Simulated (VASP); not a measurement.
Set up this calculation in VASP 6.6.1, as the native input.

```
Task                   : single point
Functional             : PBE
Potentials or basis    : VASP PAW PBE potentials, release 64 (Na_pv, H)
Cutoff                 : 520 eV
k mesh                 : 10 × 10 × 10
Occupations            : gaussian, width 0.02 eV
Spin                   : no spin polarisation
Dipole correction      : no
Further INCAR settings : ALGO = Fast; EDIFF = 1e-06; NBANDS = 11
```

The structure of NaH lies in POSCAR:

```
NaH
1.0
    2.8493896633      0.0000000000      0.0000000000
    0.0000000000      2.8493896633      0.0000000000
    0.0000000000      0.0000000000      2.8493896633
Na H
1 1
Direct
    0.0000000000      0.0000000000      0.0000000000
    0.5000000000      0.5000000000      0.5000000000
```

The cell comes from a database or a generator and needn't be the stable form of this composition.

The cell isn't the ideal one: strained and moved within the space group.

These files were run (other wordings do the same):

INCAR

```
SYSTEM = NaH
  PREC = Accurate
  ENCUT = 520
  EDIFF = 1E-6
  ISMEAR = 0
  SIGMA = 0.02
  LREAL = .False.
  LASPH = .True.
  NELM = 100
  ALGO = Fast
  ISIF = 2
  LWAVE = .False.
  LCHARG = .True.
  GGA = PE
  LELF = .True.
  LVHAR = .True.
  NBANDS = 11
```

KPOINTS

```
Automatic mesh
0
Gamma
  10 10 10
  0 0 0
```

Potentials or basis: VASP PAW PBE potentials, release 64 (Na_pv, H).

The run is started by

```console
$ cat potpaw_PBE.64/Na_pv/POTCAR potpaw_PBE.64/H/POTCAR > POTCAR
$ mpirun -np 1 vasp_std > vasp.out
```

Results of the run:

* Pressure: 3.4 GPa
* Band gap on the k mesh: 1.03 eV, indirect (least direct gap 4.76 eV)

Wall time 8.7 s on 1 thread of AMD EPYC 9R45 (Zen 5), with other jobs on the host, peak memory 0.1 GiB.
